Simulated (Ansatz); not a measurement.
SiNi: Seebeck coefficient and carrier response

All numbers below come from Ansatz, DFT PBE, scalar-relativistic, plane waves, PAW. Settings: 420 eV plane-wave cutoff, Γ-centred 14×12×10 mesh, Fermi-Dirac smearing of 0.15 eV. No spin polarisation.

Equilibrium structure at this level:
```xyz
4
Lattice="3.0430 0.0000 0.0000 0.0000 3.2699 0.0000 0.0000 0.0000 4.7134" Properties=species:S:1:pos:R:3 pbc="T T T"
Si    1.5215    1.6350    3.9742
Si    0.0000    0.0000    0.7392
Ni    1.5215    1.6350    1.6125
Ni    0.0000    0.0000    3.1009
```

In a metal these results depend on the k mesh and the smearing. Spin polarisation was left out, and a magnetic state may lie lower.

Constant relaxation time and rigid bands. The levels are interpolated over the whole zone and filled by a Fermi function at the stated temperature, with the chemical potential set by the electron count. Seebeck coefficients of a few μV/K are small differences and uncertain even in sign.

Question: Give the Drude plasma energies, the density of states at the chemical potential and σ/τ at 300 K.

Answer:
```
Plasma energy xx, yy, zz                : 5.03, 4.83, 5.42 eV
Density of states (thermally broadened) : 1.16 states/eV/cell
Conductivity over τ, xx, yy, zz         : 5.2, 4.8, 6.0 ×10²⁰ (Ω·m·s)⁻¹
```

Question: And the Seebeck coefficient (μV/K)?

Answer:
| T (K) | Sxx | Syy | Szz |
| --- | --- | --- | --- |
| 300 | -9.4 | -6.9 | -6.6 |
| 600 | -19.2 | -14.3 | -12.9 |
| 900 | -29.5 | -22.2 | -17.5 |

This form isn't the usual stable structure of the compound.

Cost: 1 run of about 4.3 core-minutes, on Arm Neoverse V2 (shared hosts).